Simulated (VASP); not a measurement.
# Sb: molecular dynamics with a thermostat

Sb, Pm-3m (no. 221), 16 atoms in the cell. PBE, molecular dynamics; PAW potentials Sb (PBE set).

Ensemble: Nose-Hoover; Target temperature (K): 600.

## Input

INCAR:
```
GGA      = PE             # functional
PREC     = Normal         # precision mode
ENCUT    = 200            # plane-wave cutoff, eV
EDIFF    = 1E-6           # SCF threshold, eV
NELMIN   = 4            
NELM     = 60             # most SCF steps
ALGO     = Fast           # electronic algorithm
LREAL    = Auto         
LASPH    = T              # aspherical terms in the spheres
ISMEAR   = -1             # smearing method
SIGMA    = 0.05           # smearing width, eV
ISYM     = 0            
LWAVE    = F              # write WAVECAR
LCHARG   = F              # write CHGCAR
IBRION   = 0              # ionic algorithm
NSW      = 60             # ionic steps
POTIM    = 4.0            # step
TEBEG    = 600          
ISIF     = 2              # what is computed and relaxed
RANDOM_SEED= 24442 0 0    
MDALGO   = 2            
SMASS    = 0            
KPAR     = 2             
```

KPOINTS:
```
k-points
0
Monkhorst-Pack
  2 2 1
```

POSCAR:
```
Sb
1.0
    6.3200000000      0.0000000000      0.0000000000
    0.0000000000      6.3200000000      0.0000000000
    0.0000000000      0.0000000000     12.6400000000
Sb
16
Direct
    0.0000000000      0.0000000000      0.0000000000
    0.0000000000      0.0000000000      0.2500000000
    0.0000000000      0.0000000000      0.5000000000
    0.0000000000      0.0000000000      0.7500000000
    0.0000000000      0.5000000000      0.0000000000
    0.0000000000      0.5000000000      0.2500000000
    0.0000000000      0.5000000000      0.5000000000
    0.0000000000      0.5000000000      0.7500000000
    0.5000000000      0.0000000000      0.0000000000
    0.5000000000      0.0000000000      0.2500000000
    0.5000000000      0.0000000000      0.5000000000
    0.5000000000      0.0000000000      0.7500000000
    0.5000000000      0.5000000000      0.0000000000
    0.5000000000      0.5000000000      0.2500000000
    0.5000000000      0.5000000000      0.5000000000
    0.5000000000      0.5000000000      0.7500000000
```

Commands:
```
cat potpaw_PBE.64/Sb/POTCAR > POTCAR
mpirun -np 2 vasp_std > vasp.out
```

## Result

- Mean temperature (K): 603
- Standard error of the mean temperature (K): 35
- Relative fluctuation of the kinetic energy: 0.199
- Canonical value of that fluctuation: 0.211
- Rise of the mean potential energy above the start (meV/atom): -17.1
- Electronic steps per ionic step after the first: 5.4

Course of the run:

| Time (fs) | Temperature (K) | Potential energy less the first (meV/atom) |
|---|---|---|
| 4 | 600 | 0.0 |
| 24 | 584 | 2.0 |
| 40 | 589 | 2.2 |
| 60 | 624 | -0.8 |
| 76 | 580 | 4.6 |
| 96 | 509 | 15.1 |
| 112 | 612 | 7.6 |
| 132 | 888 | -21.4 |
| 148 | 849 | -32.1 |
| 168 | 537 | -25.4 |
| 184 | 424 | -27.5 |
| 204 | 497 | -47.2 |
| 220 | 573 | -61.7 |
| 240 | 543 | -62.9 |

REPORT:
```
MDALGO =   2
               SCALING =       0
                 CNEXP =     9.000   14.000
           RANDOM_SEED =             24442                0                0

   original number of atomic DOF:         45
   number of independent constraints:      0
   number of active DOF:                  45

========================================
         MD step No.       1
========================================

  Atomic velocities initialized by STEP_tb

  >Energies
                    E_tot             E_pot             E_kin               EPS                ES
   e_b>   -0.65491375E+02   -0.66654722E+02    0.11633470E+01    0.00000000E+00    0.00000000E+00

  >Temperature
               T_sim     T_inst
   tmprt>    600.000    600.000

  >Thermostat:
           s(n+1) sdot(n+1)      s(n)   sdot(n)        Qs
   s_b>  -0.00000  -0.00000   0.00000   0.00000   0.72891

           RANDOM_SEED =             24442               96                0

[... steps left out ...]

========================================
         MD step No.      60
========================================

  >Energies
                    E_tot             E_pot             E_kin               EPS                ES
   e_b>   -0.65491006E+02   -0.67661254E+02    0.10527754E+01    0.26914056E-02    0.11147817E+01

  >Temperature
               T_sim     T_inst
   tmprt>    600.000    542.972

  >Thermostat:
           s(n+1) sdot(n+1)      s(n)   sdot(n)        Qs
   s_b>   0.48378   0.00397   0.47913   0.00534   0.72891

           RANDOM_SEED =             24442               96                0
```

OSZICAR:
```
N       E                     dE             d eps       ncg     rms          rms(c)
DAV:   1     0.199405160153E+03    0.19941E+03   -0.15232E+04   196   0.584E+02
DAV:   2    -0.491361042737E+02   -0.24854E+03   -0.24200E+03   230   0.145E+02
DAV:   3    -0.662260652893E+02   -0.17090E+02   -0.16272E+02   240   0.378E+01
DAV:   4    -0.665702744235E+02   -0.34421E+00   -0.33634E+00   232   0.569E+00
DAV:   5    -0.665800959864E+02   -0.98216E-02   -0.98111E-02   240   0.847E-01    0.840E+00
RMM:   6    -0.666229637098E+02   -0.42868E-01   -0.23093E-02   196   0.584E-01    0.498E+00
RMM:   7    -0.666525390847E+02   -0.29575E-01   -0.55730E-02   196   0.900E-01    0.215E-01
RMM:   8    -0.666545215806E+02   -0.19825E-02   -0.62820E-03   196   0.356E-01    0.699E-02
RMM:   9    -0.666547149898E+02   -0.19341E-03   -0.82138E-04   200   0.121E-01    0.257E-02
RMM:  10    -0.666547209462E+02   -0.59564E-05   -0.17884E-04   210   0.464E-02    0.171E-02
RMM:  11    -0.666547196149E+02    0.13313E-05   -0.34382E-05   207   0.208E-02    0.763E-03
RMM:  12    -0.666547231023E+02   -0.34874E-05   -0.77301E-06   186   0.925E-03    0.316E-03
[... left out ...]
     59 T=   561. E= -.65491221E+02 F= -.67683971E+02 E0= -.67683894E+02  EK= 0.10878E+01 SP= 0.11E+01 SK= 0.37E-02
[... last step whole ...]
       N       E                     dE             d eps       ncg     rms          rms(c)
DAV:   1    -0.676611142798E+02    0.22856E-01   -0.20437E-03   343   0.127E+00    0.102E-02
RMM:   2    -0.676612311269E+02   -0.11685E-03   -0.12034E-03   196   0.878E-02    0.291E-03
RMM:   3    -0.676612503855E+02   -0.19259E-04   -0.17523E-04   202   0.366E-02    0.235E-03
RMM:   4    -0.676612535105E+02   -0.31250E-05   -0.30831E-05   203   0.151E-02    0.215E-03
RMM:   5    -0.676612541583E+02   -0.64776E-06   -0.71644E-06   146   0.693E-03
     60 T=   543. E= -.65491006E+02 F= -.67661254E+02 E0= -.67661131E+02  EK= 0.10528E+01 SP= 0.11E+01 SK= 0.27E-02
```

Limits: 240 fs of 16 atoms are too short for converged averages.

VASP 6.6.1 took 563 s on 2 cores (Intel Xeon Platinum 8259CL @ 2.50GHz (Skylake/Cascade Lake)), a shared host.
